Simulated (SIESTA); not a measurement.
Runs of SIESTA 5.4.2 on TaN. It takes space group P-62m (No. 189, hexagonal). The conventional cell has a = 5.196 Å, b = 5.196 Å, c = 2.911 Å, α = 90.00°, β = 90.00°, γ = 120.00°. Around Ta (site symmetry -62m) lie 3 N at 2.04 Å. Ta (site symmetry -6) is surrounded by 6 N at 2.16 Å. N (site symmetry m2m) has 5 Ta at 2.04 to 2.16 Å as nearest neighbours. 

| level | gap on the mesh (eV) | pressure (GPa) | largest force (eV/Å) |
| --- | --- | --- | --- |
| vdW-DF | none | 17.6 | 0.04 |
| PBE | none | 10.2 | 0.02 |
| vdW-DF-C09 | none | (c) | 0.02 |
| vdW-DF-cx | none | 3.8 | 0.03 |
| VV10 | none | (a) | (b) |

Alike in all rows: task single point; potentials or basis PseudoDojo 0.4 standard (PBE files), DZP (energy shift 0.003 Ry; two zetas on semicore shells); no spin polarisation; cell as given; k mesh 6 × 6 × 9; smearing fermi-dirac 0.05 eV; grid cutoff 800 Ry; energy shift 0.003 Ry.

Problem. Estimate the missing entries.

Solution. (a) 16.1; (b) 0.01; (c) 3.0.

Caveats: short orbitals over semicore shells can move pressures by several GPa; the basis of atomic orbitals isn't converged, which shifts pressures, moduli and gaps; the potentials were made for another functional, which shifts forces and pressure (some runs); the non-local part is tabulated coarsely and may be off by about a percent (some runs).

A k mesh can miss the band edges, and the runs leave out spin-orbit coupling on Ta.

A gap of «none» marks a metal or a gap under the smearing width.
